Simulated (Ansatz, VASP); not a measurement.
**Two plane-wave programs on Pd**

Contents of INCAR:

```
SYSTEM = Pd
PREC = Accurate ; ENCUT = 520
EDIFF = 1E-6 ; ISMEAR = -1
SIGMA = 0.05 ; LREAL = .False.
LASPH = .True. ; NELM = 150
ALGO = Normal ; ISIF = 2
LWAVE = .False. ; LCHARG = .True.
ISPIN = 2 ; MAGMOM = 0.349 0.349
LORBIT = 11 ; LMAXMIX = 4
GGA = RE ; LELF = .True.
LVHAR = .True. ; NBANDS = 21
```

File KPOINTS:

```
Automatic mesh
0
Gamma
  15 15 8
  0 0 0
```

POSCAR

```
Pd
1.0
    2.7098159390      0.0000000000      0.0000000000
   -1.3549079695      2.3467694428      0.0000000000
    0.0000000000      0.0000000000      4.5507142703
Pd
2
Direct
    0.3333333333      0.6666666667      0.2500000000
    0.6666666667      0.3333333333      0.7500000000
```

Input for Ansatz:

```yaml
crystal:
  lattice:
    - [2.709815939, 0.0, 0.0]
    - [-1.3549079695, 2.3467694428, 0.0]
    - [0.0, 0.0, 4.5507142703]
  atoms:
    - { symbol: Pd, position: [0.3333333333, 0.6666666667, 0.25], spin: 0.349 }
    - { symbol: Pd, position: [0.6666666667, 0.3333333333, 0.75], spin: 0.349 }
hamiltonian:
  xc: revpbe
  pseudopotentials:
    kind: paw
    azcp:
      Pd: "pseudopotentials/Pd.paw.azcp"
basis:
  ecutwfc: 420
  fft_grid_basis: typed
kpoints:
  mp_grid: { grid: [15, 15, 8], shift: [0, 0, 0] }
magnetization:
  spin_polarized: true
scf:
  occupations: { method: fermi_dirac, width: 0.05 }
  lower_state_search: "off"
output:
  stress: true
  write_density: true
  write_potential: true
  elf: true
  volumetric_format: npy
```

Alike in both runs: task single point; functional revPBE; k mesh 15 × 15 × 8; occupations fermi-dirac, width 0.05 eV; collinear spin.

|  | VASP | Ansatz |
| --- | --- | --- |
| version | VASP 6.6.1 | Ansatz 0.2.0 |
| potentials or method | VASP PAW PBE potentials, release 64 (Pd) | plane waves (420 eV) with PAW, scalar-relativistic |
| plane-wave cutoff (eV) | 520 | 420 |
| valence electrons in the cell | 20 | 36 |

Ansatz gave:

```
pressure (GPa)                                                : 15.9
largest component of the traceless stress (GPa)               : 1.01
net moment per atom (μB)                                      : 0.23
size of the moment on the site where the two differ most (μB) : 0.24
```

**Question.** What did VASP give for the same quantities?

**Answer.** Pressure (GPa): 15.6; largest component of the traceless stress (GPa): 1.06; net moment per atom (μB): 0.23; size of the moment on the site where the two differ most (μB): 0.23.

Site moments also hang on the region over which each program counts them. The functional is the same, so the differences come from potentials, cutoffs and numerics. The two sets of potentials don't hold the same shells in valence.

Caveats: so large a pressure means that the cell lies far from this level's equilibrium, or that cutoff or potentials fall short (VASP); the potentials were made for another functional, which shifts forces and pressure (VASP).
